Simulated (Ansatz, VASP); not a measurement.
One calculation of Cr, two programs

```
CELL_PARAMETERS angstrom
-1.37539 1.37539 1.37539
1.37539 -1.37539 1.37539
1.37539 1.37539 -1.37539
ATOMIC_POSITIONS crystal
Cr 0.00000 0.00000 0.00000
```

Alike in both runs: task single point; functional LDA; k mesh 22 × 22 × 22; occupations gaussian, width 0.05 eV; no spin polarisation.

|  | VASP | Ansatz |
| --- | --- | --- |
| version | VASP 6.6.1 | Ansatz 0.2.0 |
| potentials or method | VASP PAW LDA potentials, release 64 (Cr_pv) | scalar-relativistic, plane waves, PAW |
| plane-wave cutoff (eV) | 520 | 420 |
| valence electrons in the cell | 12 | 14 |

```csv
,VASP,Ansatz,Ansatz less VASP
gap on the k mesh at the Fermi level (eV),none,none,-
pressure (GPa),13.6,13.4,-0.15
```

A gap of «none» marks a metal or a gap that the smearing closes. The two sets of potentials don't hold the same shells in valence.

Caveats: the run has no spin polarisation, though such a crystal can be magnetic. Spin polarisation is off, so any magnetic state and its effect on volume and gap are missing.
